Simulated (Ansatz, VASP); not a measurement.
**Cross-check of Sn8TeSe7 (SnSe0.9Te0.1, orthorhombic SnSe-type solid solution) between VASP and Ansatz**

One calculation is typed for both programs; each brings its own data sets. How far apart do they land? The cell is invented: As first built, before any earlier steps moved the atoms (in the runner's words): 1x2x2 conventional cells of the SnSe type (32 atoms: 14 Se, 16 Sn, 2 Te); Se/Te share their sites, one random draw; start lattice of SnSe; atoms moved at random by 0.02 A. It may not be a known or stable phase. The structure shown is the start of the Ansatz relaxation below; VASP solves that cell, so the two are compared at the walk's first step.

Program: Ansatz 0.2.0. Level of theory: plane waves, with VASP 6.6.1 beside it; single point at PBE. Results are calculated unless marked as measured.

## (1) Set-up

The cell holds 32 atoms: 14 Se, 16 Sn and 2 Te. Cell: a = 11.370 Å, b = 8.372 Å, c = 8.878 Å, α = 90.0°, β = 90.0°, γ = 90.0°. It derives from SnSe (SnSe type, space group 62), repeated 1×2×2. As first built, before any earlier steps moved the atoms (in the runner's words): 1x2x2 conventional cells of the SnSe type (32 atoms: 14 Se, 16 Sn, 2 Te); Se/Te share their sites, one random draw; start lattice of SnSe; atoms moved at random by 0.02 A.

## (2) Ansatz: relaxation, PBE

Ansatz runs on its default PAW (the set named soft_2) files.

The two programs are compared at the cell with which this relaxation starts, whose forces are those of its first step.

Contents of input.yaml:

```yaml
crystal:
  lattice:
    - [11.37, 0.0, 0.0]
    - [0.0, 8.372, 0.0]
    - [0.0, 0.0, 8.878]
  atoms:
    - { symbol: Se, position: [0.85613, 0.12525, 0.2393] }
    - { symbol: Se, position: [0.64445, 0.37666, 0.48837] }
    - { symbol: Se, position: [0.3547, 0.12046, 0.00569] }
    - { symbol: Se, position: [0.14126, 0.37444, 0.25574] }
    - { symbol: Se, position: [0.85598, 0.12537, 0.74098] }
    - { symbol: Se, position: [0.35107, 0.12371, 0.50849] }
    - { symbol: Se, position: [0.1447, 0.37134, 0.75752] }
    - { symbol: Se, position: [0.85378, 0.62307, 0.24379] }
    - { symbol: Se, position: [0.64308, 0.87492, 0.49339] }
    - { symbol: Se, position: [0.14347, 0.87473, 0.25885] }
    - { symbol: Se, position: [0.85561, 0.62207, 0.74157] }
    - { symbol: Se, position: [0.64689, 0.8713, 0.99334] }
    - { symbol: Se, position: [0.35571, 0.62347, 0.51311] }
    - { symbol: Se, position: [0.14584, 0.87214, 0.75877] }
    - { symbol: Sn, position: [0.11971, 0.12455, 0.05094] }
    - { symbol: Sn, position: [0.38118, 0.37659, 0.30264] }
    - { symbol: Sn, position: [0.61751, 0.12549, 0.19956] }
    - { symbol: Sn, position: [0.88152, 0.37216, 0.44929] }
    - { symbol: Sn, position: [0.11835, 0.12715, 0.55198] }
    - { symbol: Sn, position: [0.37897, 0.3731, 0.80086] }
    - { symbol: Sn, position: [0.6152, 0.12389, 0.70038] }
    - { symbol: Sn, position: [0.88351, 0.37665, 0.94986] }
    - { symbol: Sn, position: [0.11805, 0.6244, 0.05283] }
    - { symbol: Sn, position: [0.38055, 0.87427, 0.30019] }
    - { symbol: Sn, position: [0.61849, 0.62453, 0.19809] }
    - { symbol: Sn, position: [0.88128, 0.87394, 0.45323] }
    - { symbol: Sn, position: [0.11985, 0.62494, 0.55091] }
    - { symbol: Sn, position: [0.3807, 0.87751, 0.79939] }
    - { symbol: Sn, position: [0.61973, 0.62192, 0.70138] }
    - { symbol: Sn, position: [0.87833, 0.87014, 0.94991] }
    - { symbol: Te, position: [0.64292, 0.37539, 0.99646] }
    - { symbol: Te, position: [0.35404, 0.62351, 0.00906] }
kpoints:
  mp_grid: { grid: [2, 2, 2], shift: [0.5, 0.5, 0.5] }
hamiltonian:
  xc: pbe
scf:
  occupations: { method: fermi_dirac, width: 0.01 }
output:
  forces: true
  stress: true
relax:
  f_tol: 0.02
  max_steps: 45
  cell: { stress_tol: 0.1 }
```

On the command line:

```sh
> ansatz run input.yaml --threads 8 --pin off --max-ram 15360MiB --backend cpu --events-out ev --progress --plain --runs-dir out
```

Numbers of over 12 decimals in the logs are rounded to 6 here.

Output:

```text
The last accepted step is kept in <dir> (removed where the run ends without a failure and the disk answers)
Engine: ansatz 0.2.0, aarch64-unknown-linux-gnu
Pseudopotentials: kind: paw
Pseudopotential: Se, paw, valence charge 16, recommended cutoff 420 eV (normal), Se.paw.azcp
Pseudopotential: Sn, paw, valence charge 14, recommended cutoff 420 eV (normal), Sn.paw.azcp
Pseudopotential: Te, paw, valence charge 16, recommended cutoff 420 eV (normal), Te.paw.azcp
Functional definition: PBE
  parameter kappa = 0.804
  parameter beta = 0.066725
  exchange = pbe_x(kappa = kappa, mu = beta*pi^2/3)
  correlation = pbe_c(beta = beta)
Crystal: 32 atoms, lattice volume = 845.094 Å³
Basis set: ecut = 420 eV, 16467 PW (Γ), exchange–correlation on 160×120×120 points (8 copies of the dense FFT grid, shifted against one another)
Bands: 288, of which v1, the nominal top of the filled ones, is band 240 counted from 1 (239 counted from 0)
Symmetry: 1 space group operations
Space group: P1 (ITA 1), of the structure as read, at distance tolerance 9.5e-5 Å
k-points: 4 of 8 (time reversal used)
Non-local potential: Se, projectors of the file, l = 0: 2, l = 1: 2, l = 2: 3, l = 3: 1
Non-local potential: Sn, projectors of the file, l = 0: 2, l = 1: 2, l = 2: 2, l = 3: 2
Non-local potential: Te, projectors of the file, l = 0: 2, l = 1: 2, l = 2: 2, l = 3: 2
PAW form: soft (Blöchl's): semilocal exchange-correlation on the pseudo side does not see the compensation charge
PAW one-centre angular grid: Se, 590 points (default); XC on 64 Gauss nodes
PAW one-centre angular grid: Sn, 590 points (default); XC on 64 Gauss nodes
PAW one-centre angular grid: Te, 590 points (default); XC on 64 Gauss nodes
Initial density: superposition of atomic densities (neutral atoms: chi_scale 0, normalization atom), corrected by the library's trained network
Initial wavefunctions: pseudopotential atomic-orbital guess
Functional: x = pbe(κ = 0.804, μ = 0.219515), c = pbe(β = 0.066725)
SCF iter   1: F=—  HF=-186926.235392 eV  |F-HF|=—  |Δ(HF+E_count)|=         —  Δρ=1.73e-3  dr2=3.69e-2  ethr=1.77e-3  ⟨swp⟩=6.5  Hψ=4414  notcnv=0  defer=13
preconditioner: auto → Resta (q_TF=auto, 2.483 Å⁻¹)  ε∞=2.9  [insulator: Δε(μ)=1.588 eV  Ē_g=16.780 eV  σ=0.010 eV  W_gap=1.00  n_scr=224 (ndim 8)  ℏωp=22.8 eV  f_vac=0.001  D(μ)=0.00/eV (n_scr^D=0)  ε∞_Penn≈2.9]
SCF iter   2: F=—  HF=-186926.215977 eV  |F-HF|=—  |Δ(HF+E_count)|=   1.94e-2  Δρ=8.42e-4  dr2=7.06e-3  ethr=7.69e-6  ⟨swp⟩=3.0  Hψ=2070  notcnv=0  defer=160
SCF iter   3: F=—  HF=-186926.216615 eV  |F-HF|=—  |Δ(HF+E_count)|=   6.38e-4  Δρ=2.96e-4  dr2=6.08e-4  ethr=1.47e-6  ⟨swp⟩=3.0  Hψ=1768  notcnv=0  defer=160
SCF iter   4: F=—  HF=-186926.216585 eV  |F-HF|=—  |Δ(HF+E_count)|=   3.03e-5  Δρ=1.17e-4  dr2=1.01e-4  ethr=1.27e-7  ⟨swp⟩=2.0  Hψ=1952  notcnv=0  defer=160
SCF iter   5: F=—  HF=-186926.216611 eV  |F-HF|=—  |Δ(HF+E_count)|=   2.62e-5  Δρ=2.64e-5  dr2=5.96e-6  ethr=2.10e-8  ⟨swp⟩=2.0  Hψ=1632  notcnv=0  defer=160
SCF iter   6: F=—  HF=-186926.216839 eV  |F-HF|=—  |Δ(HF+E_count)|=   2.28e-4  Δρ=1.04e-5  dr2=7.65e-7  ethr=1.24e-9  ⟨swp⟩=2.0  Hψ=1952  notcnv=0  defer=160
SCF iter   7: F=-186926.216839 eV  HF=-186926.216839 eV  |F-HF|=2.33e-10  |Δ(HF+E_count)|=   3.92e-7  Δρ=1.90e-6  dr2=3.20e-8  ethr=2.08e-11  ⟨swp⟩=5.0  Hψ=4259  notcnv=0
SCF 1 converged in 7 iterations: F = -186926.216839 eV  dr2 = 3.20e-8
  greatest PAW one-centre occupation: 1.000 electrons in one spin orbital (limit 2), on the Se atom at site 6 (counted from 0), in its partial waves of l = 2
relax step   1: F+E_penalty+E_count = -186926.21683937 eV  Δ(F+E_penalty+E_count) = +0.000e0 eV  max|allowed force component| = 1.657e0 eV/Å  Δτ_max = 0.0000 Å  P = +4.397 GPa  Ω = 845.094 Å³  (7 SCF iters, dr2 threshold 1.00e-7 eV, accepted)
[...]
relax step   6: F+E_penalty+E_count = -186927.63382712 eV  Δ(F+E_penalty+E_count) = -1.732e-3 eV  max|allowed force component| = 1.726e-2 eV/Å  Δτ_max = 0.0208 Å  P = +0.005 GPa  Ω = 924.067 Å³  energy of the carried Pulay correction = -1.406e-2 eV  (7 SCF iters, dr2 threshold 3.64e-8 eV, accepted)
[...]
relax step   7: F+E_penalty+E_count = -186927.64693617 eV  Δ(F+E_penalty+E_count) = -1.311e-2 eV  max|allowed force component| = 1.754e-2 eV/Å  Δτ_max = 0.0000 Å  P = -0.001 GPa  Ω = 924.067 Å³  stress off target by 2.75e-2 GPa  SCF on the basis re-selected at this cell (its energy is not comparable with the rows above)  (7 SCF iters)
basis re-selected at this cell: Δ(F+E_penalty+E_count) = -1.311e-2 eV, ΔP = -0.006 GPa vs the last step (what re-selecting the basis moved, of the pressure what is left beyond the Pulay correction that the steps carried, after the strain that the cell walked since its last selection, with what the two solves' SCF thresholds leave and, on support functions, any second-order correction that the steps lacked; it is no measure of the basis error at this ecutwfc). The dense FFT grid was sized anew with the basis: this SCF ran on 80×60×64 points, the steps before it on 80×60×60, so part of this shift can come from that change (see relax.cell in the input reference). [rest of the remark cut]
SCF converged after 7 iterations
Free energy (F): -186927.646936 eV
Harris-Foulkes:  -186927.646936 eV  (|F-HF|=2.91e-11)
Internal energy: -186927.646936 eV  (E = F + TS)
E sigma→0 (E₀):  -186927.646936 eV
Fermi energy:    8.606463 eV
--- Per-component energies (eV) ---
  E_band       = -7633.521347
  E_kinetic    = 4973.931642
  E_local      = -52679.354349  (includes V_loc(G=0)·N_el)
  E_nonlocal   = -9484.241336
  E_hartree    = 27992.770738
  E_xc         = -7832.038161
  E_vxc        = -3118.208016  (∫ρ·V_xc dr)
  E_paw        = -102221.981496  (= ΣΔE_a)
  E_vpaw       = -3311.184475  (= ΣTr[D̂ρ^β])
  E_aug_tail   = -0.008636  (compensation charges beyond the density's cutoff)
  E_ewald      = -47676.725337
  E_smearing   = -0.000000  (= −TS)
  E_closure    = -0.000000  (closes the sum)
  Σ components = -186927.646936   (vs F -186927.646936, Δ=0.00e0)
--- Forces (eV/Å), atoms counted from 1 ---
  atom   1  Se     0.00288692    -0.00147523     0.00608108
  atom   2  Se     0.00232228    -0.00019771     0.00700802
  atom   3  Se     0.00102315    -0.00525148     0.00104551
  atom   4  Se    -0.00341244     0.00018627    -0.00660351
  atom   5  Se     0.00371011     0.00042725     0.00747769
  atom   6  Se    -0.00350022    -0.00363936    -0.00889601
  atom   7  Se    -0.00609692    -0.00384953    -0.00381615
  atom   8  Se     0.00524123     0.00395181     0.00230142
  atom   9  Se     0.00416088     0.00319273     0.00466171
  atom  10  Se    -0.00251951    -0.00054549    -0.00600191
  atom  11  Se     0.00440586    -0.00014384     0.00714545
  atom  12  Se    -0.00147118     0.00571895     0.00143681
  atom  13  Se    -0.00251902     0.00046303    -0.00821817
  atom  14  Se    -0.00376035     0.00173324    -0.00742999
  atom  15  Sn    -0.00263986    -0.00478238     0.00490606
  atom  16  Sn     0.00570078    -0.00860952     0.01457713
  atom  17  Sn    -0.00124657    -0.00432932     0.00314035
  atom  18  Sn     0.00241684    -0.00186560    -0.00094327
  atom  19  Sn     0.00230681    -0.00107056     0.00573478
  atom  20  Sn     0.00294526    -0.00703228    -0.01012069
  atom  21  Sn     0.00252576    -0.00673479    -0.01628870
  atom  22  Sn     0.00605173    -0.00532298    -0.00710585
  atom  23  Sn    -0.00561949     0.00490545     0.00528158
  atom  24  Sn    -0.00118316     0.00564580     0.01754281
  atom  25  Sn    -0.00332232     0.00678913     0.00868660
  atom  26  Sn    -0.00282475     0.00144095    -0.00362381
  atom  27  Sn    -0.00291462     0.00150376     0.00300018
  atom  28  Sn     0.00106401     0.00453044    -0.00363142
  atom  29  Sn    -0.00660258     0.00981549    -0.01359927
  atom  30  Sn     0.00296717     0.00490025    -0.00705556
  atom  31  Te    -0.00439518    -0.00116589     0.00881157
  atom  32  Te     0.00429942     0.00081159    -0.00550424
  max |Σ_I F_I| component: 2.05e-7 eV/Å
--- Stress (GPa, compression-positive) ---
        0.027061      -0.003072       0.003181
       -0.003072      -0.019063       0.003172
        0.003181       0.003172      -0.009612
  P = ⅓ Tr σ = -0.0005 GPa (-0.005 kbar)
--- Relaxed structure (6 steps of the walk, 6 accepted, 1 SCFs on fresh bases) ---
  F+E_penalty+E_count = -186927.64693617 eV   max|allowed force component| = 1.754e-2 eV/Å   (the final SCF, on the basis selected at the relaxed cell)
  cell:  # Å, volume = 924.0665 Å³
    - [11.775218, -0.000428354, -0.013309]
    - [-0.000315407, 8.421481, -0.000378899]
    - [-0.010392, -0.000401799, 9.318507]
  atoms:
    - { symbol: Se, position: [0.853610, 0.123628, 0.240765] }
    - { symbol: Se, position: [0.645325, 0.373231, 0.490282] }
    - { symbol: Se, position: [0.351866, 0.124626, 0.00922229] }
    - { symbol: Se, position: [0.142983, 0.371823, 0.263952] }
    - { symbol: Se, position: [0.857370, 0.120717, 0.736845] }
    - { symbol: Se, position: [0.350520, 0.124376, 0.513679] }
    - { symbol: Se, position: [0.142502, 0.374685, 0.759952] }
    - { symbol: Se, position: [0.856424, 0.623396, 0.241070] }
    - { symbol: Se, position: [0.648379, 0.873708, 0.487449] }
    - { symbol: Se, position: [0.141471, 0.877382, 0.264149] }
    - { symbol: Se, position: [0.855934, 0.626229, 0.737049] }
    - { symbol: Se, position: [0.647043, 0.873402, 0.991691] }
    - { symbol: Se, position: [0.353628, 0.624827, 0.510667] }
    - { symbol: Se, position: [0.145330, 0.874393, 0.760228] }
    - { symbol: Sn, position: [0.118638, 0.124722, 0.061367] }
    - { symbol: Sn, position: [0.377596, 0.374104, 0.312095] }
    - { symbol: Sn, position: [0.619764, 0.111294, 0.200106] }
    - { symbol: Sn, position: [0.879423, 0.372830, 0.439746] }
    - { symbol: Sn, position: [0.116097, 0.123673, 0.560430] }
    - { symbol: Sn, position: [0.377177, 0.363267, 0.801766] }
    - { symbol: Sn, position: [0.623002, 0.122815, 0.688534] }
    - { symbol: Sn, position: [0.890278, 0.373746, 0.931835] }
    - { symbol: Sn, position: [0.108607, 0.624328, 0.069195] }
    - { symbol: Sn, position: [0.375831, 0.875336, 0.312435] }
    - { symbol: Sn, position: [0.621741, 0.634825, 0.199255] }
    - { symbol: Sn, position: [0.882814, 0.874381, 0.440582] }
    - { symbol: Sn, position: [0.119548, 0.625221, 0.561190] }
    - { symbol: Sn, position: [0.379171, 0.886742, 0.800831] }
    - { symbol: Sn, position: [0.621345, 0.623884, 0.688894] }
    - { symbol: Sn, position: [0.880250, 0.873369, 0.939646] }
    - { symbol: Te, position: [0.641378, 0.372862, 0.983423] }
    - { symbol: Te, position: [0.357515, 0.625236, 0.017540] }
```

The column dr2 measures how far the density is from self-consistency, as an energy; F and HF (Harris–Foulkes) agree once it is small.

[end of part 1 of 2]

[Lines on the potential files, build, host, timing and source positions are cut from VASP's logs without a mark.]

[Logs are printed without paths, hosts, clocks, repeated set-up lines and the standing remarks that a program may print on its own settings, such as how far it seeks lower states.]

[Hosts, paths, dates, database ids (printed as entryN), source tags and the programs' standing remarks are cut or masked in the printed files.]
